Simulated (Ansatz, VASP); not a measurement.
## Zn in VASP and in Ansatz

```
Zn
1.0
     0.00000    1.88246    1.88246
     1.88246    0.00000    1.88246
     1.88246    1.88246    0.00000
Zn
1
Direct
  0.00000 0.00000 0.00000
```

Alike in both runs: task single point; functional PBE; k mesh 18 × 18 × 18; occupations gaussian, width 0.1 eV; no spin polarisation.

```csv
,VASP,Ansatz
version,VASP 6.6.1,Ansatz 0.2.0
potentials or method,"VASP PAW PBE potentials, release 64 (Zn)","scalar-relativistic, plane waves, PAW"
plane-wave cutoff (eV),520,420
valence electrons in the cell,12,12
```

```csv
,VASP,Ansatz,Ansatz less VASP
gap on the k mesh at the Fermi level (eV),none,none,-
pressure (GPa),12.6,12.1,-0.52
```

A gap of «none» marks a metal or a gap that the smearing closes. With one functional, cell and mesh, what is left measures potentials, basis and numerics.
